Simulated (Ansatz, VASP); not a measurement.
**Pd in VASP and in Ansatz**

INCAR

```
SYSTEM = Pd
PREC = Accurate ; ENCUT = 520
EDIFF = 1E-6 ; ISMEAR = -1
SIGMA = 0.1 ; LREAL = .False.
LASPH = .True. ; NELM = 100
ALGO = Normal ; ISIF = 2
LWAVE = .False. ; LCHARG = .False.
GGA = B5 ; ALDAX = 1.0
AGGAX = 1.0 ; AGGAC = 1.0
ALDAC = 0.0 ; NBANDS = 17
```

File KPOINTS:

```
Automatic mesh
0
Gamma
  10 10 10
  0 0 0
```

POSCAR

```
Pd
1.0
    0.0000000000      3.0811582750      3.0811582750
    3.0811582750      0.0000000000      3.0811582750
    3.0811582750      3.0811582750      0.0000000000
Pd
2
Direct
    0.1250000000      0.1250000000      0.1250000000
    0.8750000000      0.8750000000      0.8750000000
```

Input for Ansatz:

```yaml
crystal:
  lattice:
    - [0.0, 3.081158275, 3.081158275]
    - [3.081158275, 0.0, 3.081158275]
    - [3.081158275, 3.081158275, 0.0]
  atoms:
    - { symbol: Pd, position: [0.125, 0.125, 0.125] }
    - { symbol: Pd, position: [0.875, 0.875, 0.875] }
hamiltonian:
  xc: blyp
  pseudopotentials:
    kind: paw
    azcp:
      Pd: "pseudopotentials/Pd.paw.azcp"
basis:
  ecutwfc: 420
  fft_grid_basis: typed
kpoints:
  mp_grid: { grid: [10, 10, 10], shift: [0, 0, 0] }
magnetization:
  spin_polarized: false
scf:
  occupations: { method: fermi_dirac, width: 0.1 }
  lower_state_search: "off"
output:
  stress: true
  write_density: true
  write_potential: true
  elf: true
  volumetric_format: npy
```

Alike in both runs: task single point; functional BLYP; k mesh 10 × 10 × 10; occupations fermi-dirac, width 0.1 eV; no spin polarisation.

|  | VASP | Ansatz |
| --- | --- | --- |
| version | VASP 6.6.1 | Ansatz 0.2.0 |
| potentials or method | VASP PAW PBE potentials, release 64 (Pd) | plane waves (420 eV) with PAW, scalar-relativistic |
| plane-wave cutoff (eV) | 520 | 420 |
| valence electrons in the cell | 20 | 36 |

```csv
,VASP,Ansatz,Ansatz less VASP
pressure (GPa),-4.5,-4.6,-0.07
```

The two sets of potentials don't hold the same shells in valence.

Caveats: the PAW data sets were made with another functional, which shifts forces and pressure a little (VASP).
